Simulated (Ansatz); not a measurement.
Planning a run of Ansatz 0.2.0 on P (puckered monolayer). The input:

```yaml
crystal:
  lattice:
    - [4.6116223839, 0.0, 0.0]
    - [0.0, 3.3094050355, 0.0]
    - [0.0, 0.0, 27.8195791164]
  atoms:
    - { symbol: P, position: [0.0885669143, 0.0, 0.3793638828] }
    - { symbol: P, position: [0.4114330857, 0.5, 0.3793638828] }
    - { symbol: P, position: [0.5885669143, 0.5, 0.3036083477] }
    - { symbol: P, position: [0.9114330857, 0.0, 0.3036083477] }
  periodic: [true, true, false]
kpoints:
  mp_grid: { grid: [4, 6, 1] }
  band_path:
    path: [[0.0, 0.0, 0.0], [0.5, 0.0, 0.0], [0.5, 0.5, 0.0], [0.0, 0.5, 0.0]]
    npoints: 1
hamiltonian:
  xc: hse06
scf:
  occupations: { method: fixed }
  n_extra_bands: 5
output:
  eigenvalues: true
```

```sh
ansatz run input.yaml --threads 2 --pin off --max-ram 92160MiB --backend cuda --events-out ev --progress --plain --runs-dir out --devices 1 --max-vram 13GiB  # rebuilt from the run's record
```

**Question.** How long will it take on 1 × NVIDIA H100 80GB HBM3 (shared by 6 runs) with 2 threads of AMD EPYC 7R13 (Zen 3), shared host, and how much memory?

It took 24 s; on shared hardware allow 12 s to 48 s. Peak host memory was 1.9 GiB. The sizes that set the cost: 8373 plane waves a state, 12 irreducible k points and 13 SCF cycles.

Exact exchange couples every pair of k points and filled bands, so it costs far more than a semilocal run.

[Paths, hosts, dates, memory and timing lines, banners, echoed tables and standing remarks are left out of the program output.]

[Logs are printed without paths, hosts, clocks, repeated set-up lines and the standing remarks that a program may print on its own settings, such as how far it seeks lower states.]

[Runs of the session that timed out or met a known fault of the program may be left out.]

[Cells called generated may have been cut or substituted from an entry of the Crystallography Open Database or the Materials Project.]

[Hosts, paths, dates, database ids (printed as entryN), source tags and the programs' standing remarks are cut or masked in the printed files.]
